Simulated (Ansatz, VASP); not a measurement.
## BN in VASP and in Ansatz

The input INCAR:

```
  ALGO = Normal
  EDIFF = 1E-6
  ENCUT = 520
  GGA = PE
  ISIF = 2
  ISMEAR = -1
  LASPH = True
  LCHARG = True
  LELF = True
  LREAL = False
  LVHAR = True
  LWAVE = False
  NBANDS = 11
  NELM = 80
  PREC = Accurate
  SIGMA = 0.05
```

The input KPOINTS:

```
k-points
0
Gamma
  13 13 13
```

Contents of POSCAR:

```
BN
1.0
    0.0000000000      3.4718566277      2.1515532769
    1.2432316315      0.0000000000      2.1515532769
    1.2432316315      3.4718566277      0.0000000000
N B
1 1
Direct
    0.6666513400      0.6666513400      0.3333486600
    0.0000486500      0.0000486500      0.9999513500
```

Contents of input.yaml:

```yaml
crystal:
  lattice:
    - [0.0, 3.4718566277, 2.1515532769]
    - [1.2432316315, 0.0, 2.1515532769]
    - [1.2432316315, 3.4718566277, 0.0]
  atoms:
    - { symbol: "N", position: [0.66665134, 0.66665134, 0.33334866] }
    - { symbol: B, position: [4.865e-05, 4.865e-05, 0.99995135] }
kpoints:
  mp_grid: { grid: [13, 13, 13] }
scf:
  occupations: { method: fermi_dirac, width: 0.05 }
hamiltonian:
  xc: pbe
  pseudopotentials: { kind: all_electron, lapw: { basis_error: 0.0005 } }
output:
  forces: true
  stress: true
  eigenvalues: true
```

Change from the starting cell: volume scaled by 0.98.

Alike in both runs: task single point; functional PBE; k mesh 13 × 13 × 13; occupations fermi-dirac, width 0.05 eV; no spin polarisation.

```csv
,VASP,Ansatz
version,VASP 6.6.1,Ansatz 0.2.0
potentials or method,"VASP PAW PBE potentials, release 64 (N, B)","all-electron LAPW, scalar-relativistic"
plane-wave cutoff (eV),520,see its input
```

|  | VASP | Ansatz | Ansatz less VASP |
| --- | --- | --- | --- |
| gap on the k mesh at the Fermi level (eV) | 3.91 | 3.91 | +0.001 |
| least direct gap on the mesh (eV) | 4.70 | 4.70 | -0.001 |
| pressure (GPa) | 8.2 | 8.1 | -0.11 |
| largest component of the traceless stress (GPa) | 6.48 | 6.22 | -0.253 |
| rms of the force components (eV/Å) | 0.006 | 0.006 | -0.0001 |

Atom by atom the forces differ by 0.000 eV/Å (rms over components). Ansatz ran all-electron here, so the differences hold the error of VASP's frozen core and of both bases.

Caveats: an odd mesh through Γ misses points on the zone boundary, where band edges often lie.
